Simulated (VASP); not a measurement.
Input of a VASP 6.6.1 run:

File INCAR:

```
SYSTEM = CsPbCl3
PREC = Accurate
ENCUT = 600
EDIFF = 1E-6
ISMEAR = 0
SIGMA = 0.02
LREAL = .False.
LASPH = .True.
NELM = 60
ALGO = Fast
ISIF = 3
LWAVE = .False.
LCHARG = .False.
IBRION = 2
NSW = 60
EDIFFG = -0.02
KPAR = 2
```

KPOINTS

```
regular mesh
0
Gamma
  4 4 4
  0 0 0
```

The input POSCAR:

```
CsPbCl3
1.0
    5.6050000000      0.0000000000      0.0000000000
    0.0000000000      5.6050000000      0.0000000000
    0.0000000000      0.0000000000      5.6050000000
Pb Cs Cl
1 1 3
Direct
    0.5000000000      0.5000000000      0.5000000000
    0.0000000000      0.0000000000      0.0000000000
    0.5000000000      0.0000000000      0.5000000000
    0.0000000000      0.5000000000      0.5000000000
    0.5000000000      0.5000000000      0.0000000000
```

Potentials or basis: VASP PAW LDA potentials, release 64 (Pb_d, Cs_sv, Cl).

Launch:

```sh
$ cat potpaw_LDA.64/Pb_d/POTCAR potpaw_LDA.64/Cs_sv/POTCAR potpaw_LDA.64/Cl/POTCAR > POTCAR
$ mpirun -np 2 vasp_std > vasp.out
```

Problem. Predict the band gap on the k mesh.

Solution. 1.53 eV, direct.

Problem. Estimate the relaxed volume.

Solution. 33.93 Å³/atom.

Problem. What does it give for the space group after relaxing (to 0.05 Å)?

Solution. Pm-3m (No. 221).

Problem. What does it give for the relaxed cell?

Solution. a = 5.536 Å, b = 5.536 Å, c = 5.536 Å, α = 90.00°, β = 90.00°, γ = 90.00°.

Step by step:
| step | energy change (eV) | largest force (eV/Å) | pressure (GPa) | volume (Å³) |
| --- | --- | --- | --- | --- |
| 1 | 0.0000 | 0.0000 | -1.07 | 176.09 |
| 2 | -0.0230 | 0.0000 | -0.11 | 170.16 |
| 3 | -0.0233 | 0.0000 | -0.06 | 169.63 |

Caveat: spin-orbit coupling is left out, which as a rule narrows the gap of such compounds by several tenths of an eV. LDA usually gives volumes a few per cent too small.
